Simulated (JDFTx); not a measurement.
Crystal: NaCl.

```
Cl Na
1.0
     3.50219    0.00000    0.00000
     0.00000    3.50219    0.00000
     0.00000    0.00000    3.50219
Cl Na
1 1
Direct
  0.50000 0.50000 0.50000
  0.00000 0.00000 0.00000
```

Measurements of this composition are mostly on another form, of space group No. 225.

Program: JDFTx 1.7.0 (patched build). Alike in all runs: task single point; no spin polarisation; cell as given; k mesh 8 × 8 × 8; smearing fermi-dirac 0.05 eV.

Question: Order these runs on this cell by their band gap on the k mesh, lowest first.
A. level PBEsol; potentials or basis PseudoDojo-SR-PBEsol-0.4.1-standard; cutoff (eV) 1197
B. level LDA; potentials or basis PseudoDojo-SR-LDA-0.4.1-standard; cutoff (eV) 1197
C. level r2SCAN; potentials or basis SG15-PBE-1.2; cutoff (eV) 1088

Answer: B (3.60 eV), A (3.84 eV), C (4.75 eV).

A k mesh can miss the band edges.
